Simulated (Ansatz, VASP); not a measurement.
**Sb: VASP beside Ansatz**

The input INCAR:

```
PREC = Accurate
ENCUT = 520
EDIFF = 1E-6
ISMEAR = 0
SIGMA = 0.024
LREAL = False
LASPH = True
NELM = 60
ALGO = Normal
ISIF = 2
LWAVE = False
LCHARG = True
GGA = PE
LELF = True
LVHAR = True
NBANDS = 8
```

Contents of KPOINTS:

```
regular mesh
0
Gamma
  10 10 10
```

POSCAR

```
Sb
1.0
    0.0000000000      2.3712425216      2.3712425216
    2.3712425216      0.0000000000      2.3712425216
    2.3712425216      2.3712425216      0.0000000000
Sb
1
Direct
    0.0000000000      0.0000000000      0.0000000000
```

The input input.yaml:

```yaml
crystal:
  lattice:
    - [0.0, 2.3712425216, 2.3712425216]
    - [2.3712425216, 0.0, 2.3712425216]
    - [2.3712425216, 2.3712425216, 0.0]
  atoms:
    - { symbol: Sb, position: [0.0, 0.0, 0.0] }
hamiltonian:
  xc: pbe
  pseudopotentials: { kind: paw }
kpoints:
  mp_grid: { grid: [10, 10, 10] }
scf:
  occupations: { method: gaussian, width: 0.024 }
output:
  forces: true
  stress: true
  eigenvalues: true
```

This isn't the form of Sb at room conditions, which is rhombohedral.

Alike in both runs: task single point; functional PBE; k mesh 10 × 10 × 10; occupations gaussian, width 0.024 eV; no spin polarisation.

|  | VASP | Ansatz |
| --- | --- | --- |
| version | VASP 6.6.1 | Ansatz 0.2.0 |
| potentials or method | VASP PAW PBE potentials, release 64 (Sb) | Ansatz PAW |
| plane-wave cutoff (eV) | 520 | 420 |
| valence electrons in the cell | 5 | 15 |

|  | VASP | Ansatz | Ansatz less VASP |
| --- | --- | --- | --- |
| gap on the k mesh at the Fermi level (eV) | none | none | - |
| pressure (GPa) | 1.8 | 2.0 | +0.16 |

A gap of «none» marks a metal or a gap that the smearing closes. The two sets of potentials don't hold the same shells in valence.

The runs have no spin-orbit coupling, so splittings on Sb are missing.
